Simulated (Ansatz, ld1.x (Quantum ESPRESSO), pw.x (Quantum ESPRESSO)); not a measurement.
**thallium: does the RRKJ potential hold in the solid?**

- Element: Tl
- Generator: ld1.x (Quantum ESPRESSO) 7.5
- Type: norm-conserving RRKJ (Kleinman–Bylander form)
- Functional: LDA (PW92)
- Relativity: scalar-relativistic
- Frozen core: [Xe] 4f14
- Valence charge: 13
- Reference configuration: 5d10 6s2 6p0.5 (charge +0.5)
- Partial waves: 6p (bound): rc 2.20 bohr; 5d (bound): rc 2.20 bohr; 6s (bound): rc 1.85 bohr
- Local potential: the s channel
- Core correction: none
- rho0: 0.02

Crystal test: fcc Tl in pw.x 7.5, no spin, 12³ k-points, Fermi–Dirac smearing 0.01 Ry, cutoffs 60/240 Ry. The reference is all-electron LAPW (Ansatz 0.2.0) with the same functional, mesh and smearing; V0 and B0 come from Birch–Murnaghan fits to the pressures at five volumes. Errors are pseudo minus all-electron; Δ is the rms difference of the E(V) curves that follow from these fits, minima aligned, over ±6 % about the mean V0. Mesh and smearing are coarse, so the numbers serve the comparison and aren't converged zero-temperature values; the lattice is a test structure that the element need not adopt.

```csv
V (Å³/atom),P all-electron (GPa),P pseudo (GPa)
25.882,2.35,3.01
26.563,1.01,1.58
27.244,-0.14,0.37
27.925,-1.11,-0.66
28.606,-1.94,-1.54
```

All-electron: a0 = 4.771 Å (V0 = 27.16 Å³/atom), B0 = 43.0 GPa.

Pseudopotential: mean pressure error (GPa): +0.52; a0 (Å): 4.790; a0 error (%): +0.39; B0 error (%): -0.6; Δ (meV/atom): 3.0.

Problem. At the middle volume, how do free energy and pressure move when the wave cutoff is lowered (ecutrho kept at four times it)?

Solution.

```json
{"cutoff (Ry)": "27", "shift of F (meV/atom)": "+3558.1", "shift of P (GPa)": "-135.18"}
{"cutoff (Ry)": "36", "shift of F (meV/atom)": "+83.9", "shift of P (GPa)": "-4.38"}
{"cutoff (Ry)": "48", "shift of F (meV/atom)": "+12.4", "shift of P (GPa)": "-0.54"}
```

The 8 pw.x runs together took about 78 s on one core of a shared server CPU.
